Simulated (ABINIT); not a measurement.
# KCl (Sylvite): G0W0 with ABINIT, start to end, part 3 of 3

Aim: the G0W0 gap of KCl (Sylvite) on PBE, step by step.

ABINIT 10.8.3; PBE and many-body steps on it, plane waves. Known limits of the many-body steps: not at the basis limit.

So far. Step 4 (Empty states on the mesh, 4×4×4 mesh, 346 bands): On this mesh the gap is 5.190 eV. Step 5 (Screening, 4×4×4 mesh, 338 bands, screening to 228.6 eV): Local fields lower ε∞ by 16 %.

**6. Self-energy, 4×4×4 mesh, 338 bands, screening to 228.6 eV**

The self-energy is evaluated for the states that the input lists, and the levels follow from it, in one-shot runs by the linearised quasiparticle equation.

This step: G0W0 on PBE, plane waves, norm-conserving pseudopotentials.

Contents of run.abi:

```
acell 3*1.0 Angstrom
rprim 
  -0.000000000000 3.146470000000 3.146470000000
  3.146470000000 0.000000000000 3.146470000000
  3.146470000000 3.146470000000 -0.000000000000
ntypat 2
znucl 19 17
natom 2
typat 1 2
xred 
  0.000000000000 0.000000000000 0.000000000000
  0.500000000000 0.500000000000 0.500000000000
pp_dirpath "pseudos"
pseudos "K.upf, Cl.upf"
ecut 33
ngkpt 4 4 4
nshiftk 1
shiftk 0 0 0
kptopt 1
chksymbreak 0
istwfk *1
occopt 1
irdwfk 1
optdriver 4
nband 338
gwcalctyp 0
ecutsigx 33
symsigma 1
nkptgw 1
kptgw 
  0.0000000000 0.0000000000 0.0000000000
bdgw 
  6 12
ecuteps 8.4
irdscr 1
ppmodel 1
indata_prefix "in"
outdata_prefix "out"
tmpdata_prefix "tmp"
```

Command:

```console
OMP_NUM_THREADS=1 mpirun -n 8 abinit run.abi > log
```

Numbers of over 12 decimals in the logs are rounded to 6 here.

What it wrote:

```text
.Version 10.8.3 of ABINIT. v10.8.2 released Aug 2026.

 Symmetries : space group Fm -3 m (#225); Bravais cF (face-center cubic)
[... echo of the input left out ...]
== DATASET  1 ==================================================================
-   mpi_nproc: 8, omp_nthreads: 1 (-1 if OMP is not activated)

--- !DatasetInfo
iteration_state: {dtset: 1, }
dimensions: {natom: 2, nkpt: 8, mband: 338, nsppol: 1, nspinor: 1, nspden: 1, mpw: 3839, }
cutoff_energies: {ecut:  33.0, pawecutdg:  -1.0, }
electrons: {nelect:   1.60000000E+01, charge:   0.00000000E+00, occopt:   1.00000000E+00, tsmear:   1.00000000E-02, }

 SIGMA: Calculation of the GW corrections

 Based on a program developped by R.W. Godby, V. Olevano, G. Onida, and L. Reining.
 Incorporated in ABINIT by V. Olevano, G.-M. Rignanese, and M. Torrent.
.Using double precision arithmetic ; gwpc =  8

[... cell and pseudopotentials left out ...]
--------------------------------------------------------------------------------

 ==== K-mesh for the wavefunctions ====
 Number of points in the irreducible wedge :     8
[... list of points left out ...]
 Together with 48 symmetry operations and time-reversal symmetry
 yields    64 points in the full Brillouin Zone.

 ==== Q-mesh for screening function ====
 Number of points in the irreducible wedge :     8
[... list of points left out ...]
 Together with 48 symmetry operations and time-reversal symmetry
 yields    64 points in the full Brillouin Zone.

 vcoul_init : cutoff-mode = AUXILIARY_FUNCTION
 q-points for optical limit:   1
     1)      0.000010    0.000020    0.000030
 setmesh: FFT mesh size selected  =    45x   45x   45
          total number of points  =        91125

 Number of electrons calculated from density =   16.0000; Expected =   16.0000
 average of density, n =  0.038056
 r_s =    1.8443
 omega_plasma =   18.8177 [eV]

 === KS Band Gaps ===
  >>>> For spin  1
   Minimum direct gap =   5.1895 [eV], located at k-point      :   0.0000  0.0000  0.0000
   Fundamental gap    =   5.1895 [eV], Top of valence bands at :   0.0000  0.0000  0.0000
                                       Bottom of conduction at :   0.0000  0.0000  0.0000
 SIGMA fundamental parameters:
 PLASMON POLE MODEL  1
 number of plane-waves for SigmaX                 3839
 number of plane-waves for SigmaC and W            531
 number of plane-waves for wavefunctions          3839
 number of bands                                   338
 number of independent spin polarizations            1
 number of spinorial components                      1
 number of k-points in IBZ                           8
 number of q-points in IBZ                           8
 number of symmetry operations                      48
 number of k-points in BZ                           64
 number of q-points in BZ                           64
 number of frequencies for dSigma/dE                 9
 frequency step for dSigma/dE [eV]                0.25
 number of omega for Sigma on real axis              0
 max omega for Sigma on real axis  [eV]           0.00
 zcut for avoiding poles [eV]                     0.10

 EPSILON^-1 parameters (SCR file):
 dimension of the eps^-1 matrix on file            531
 dimension of the eps^-1 matrix used               531
 number of plane-waves for wavefunctions          3839
 number of bands                                   338
 number of q-points in IBZ                           8
 number of frequencies                               2
 number of real frequencies                          1
 number of imag frequencies                          1

 matrix elements of self-energy operator (all in [eV])

 Perturbative Calculation

--- !SelfEnergy_ee
iteration_state: {dtset: 1, }
kpoint     : [   0.000,    0.000,    0.000, ]
spin       : 1
KS_gap     :    5.190
QP_gap     :    8.178
Delta_QP_KS:    2.988
data: !SigmaeeData |
     Band     E0 <VxcDFT>   SigX SigC(E0)      Z dSigC/dE  Sig(E)    E-E0       E
        6  -0.231 -14.148 -18.664   1.621   0.807  -0.239 -16.484  -2.336  -2.568
        7  -0.231 -14.148 -18.664   1.621   0.807  -0.239 -16.484  -2.336  -2.568
        8  -0.231 -14.148 -18.664   1.621   0.807  -0.239 -16.484  -2.336  -2.568
        9   4.958  -6.955  -3.245  -2.962   0.872  -0.146  -6.303   0.652   5.610
       10   8.135  -8.956  -4.051  -3.104   0.867  -0.153  -7.395   1.562   9.697
       11   8.135  -8.956  -4.051  -3.104   0.867  -0.153  -7.395   1.562   9.697
       12   8.135  -8.956  -4.051  -3.104   0.867  -0.153  -7.395   1.562   9.697

== END DATASET(S) ==============================================================
================================================================================

 -outvars: echo values of variables after computation  --------
           etotal      0.0000000000E+00
            nband         338
             nkpt           8
          spgroup         225
 [... the other variables as echoed above ...]

 Calculation completed.
```

Run time: 48 s. Hardware: 8 MPI ranks of Intel Xeon Platinum 8375C at 2.90GHz (Ice Lake), shared host; peak memory 4.1 GiB; 6.4 min of CPU time.

This step gave:

```
G0W0 gap on the points computed              : 8.178 eV
starting gap on the mesh                     : 5.190 eV
k of the valence top                         : 0, 0, 0
k of the conduction bottom                   : 0, 0, 0
Z at the valence top                         : 0.807
Z at the conduction bottom                   : 0.872
least direct G0W0 gap on the computed points : 8.178 eV
```

The gap on the mesh goes from 5.19 eV to 8.18 eV, a correction of +2.99 eV.

Limits: finite bands, cutoff and mesh. v1 is the top filled band, c1 the lowest empty one. Levels before and after the correction, in eV, zero at the valence-band top of each column:

```csv
,conduction bottom,valence top
Kohn-Sham,5.19,0.00
G0W0,8.18,0.00
```

```csv
,level,energy (eV)
Kohn-Sham,Γ v3-v1,0.000
Kohn-Sham,Γ c1,5.190
Kohn-Sham,Γ c2-c4,8.367
G0W0,Γ v3-v1,0.000
G0W0,Γ c1,8.178
G0W0,Γ c2-c4,12.265
```

**7. Where the time went**

Times are wall times on 8 MPI ranks of Intel Xeon Platinum 8375C at 2.90GHz (Ice Lake), shared host, good to a factor of about two.

```csv
step,time,share,memory (GiB)
ground state,10 s,3 %,0.73
bands along the symmetry lines,21 s,7 %,0.6
empty states on the mesh,64 s,20 %,6.8
screening,2.9 min,55 %,3.5
self-energy,48 s,15 %,4.1
```

**8. Results**

| Quantity | Value |
| --- | --- |
| PBE gap | 5.19 eV, direct |
| G0W0 gap on the mesh | 8.18 eV |
| GW settings | 4×4×4 mesh, 338 bands, screening to 228.6 eV, Godby-Needs plasmon pole |
| known limits | not at the basis limit |

In words: G0W0 moves the gap on the mesh from 5.19 eV to 8.18 eV (+2.99 eV), with Z of 0.81 and 0.87 at the edges. Local fields lower the RPA ε∞ on this mesh from 2.59 to 2.18. Only 1 of the mesh's irreducible points was corrected, so a valley elsewhere could overtake. The dearest step here is «screening». Bands and cutoff are finite, so the gap is not at the basis limit. The miss can reach some tenths of an eV and take either sign; the mesh is an error of its own. In the G0W0 run levels were corrected at 1 k point alone, so a gap called «on the mesh» is the least over those, and an edge elsewhere would be missed.

[Paths, hosts, dates, memory and timing lines, banners, echoed tables and standing remarks are left out of the program output.]

[Logs are printed without paths, hosts, clocks, repeated set-up lines and the standing remarks that a program may print on its own settings, such as how far it seeks lower states.]

[Runs of the session that timed out or met a known fault of the program may be left out.]

[Hosts, paths, dates, database ids (printed as entryN), source tags and the programs' standing remarks are cut or masked in the printed files.]

[G0W0 gaps are taken among the corrected bands and points alone; a level outside them can change the order at an edge.]

[Where Ansatz stands beside ABINIT at settings called matched, ABINIT's density can come from a denser mesh and the files from another edition; pairs whose starting gaps differed by over 0.03 eV were left out, so agreement reads better than it is.]
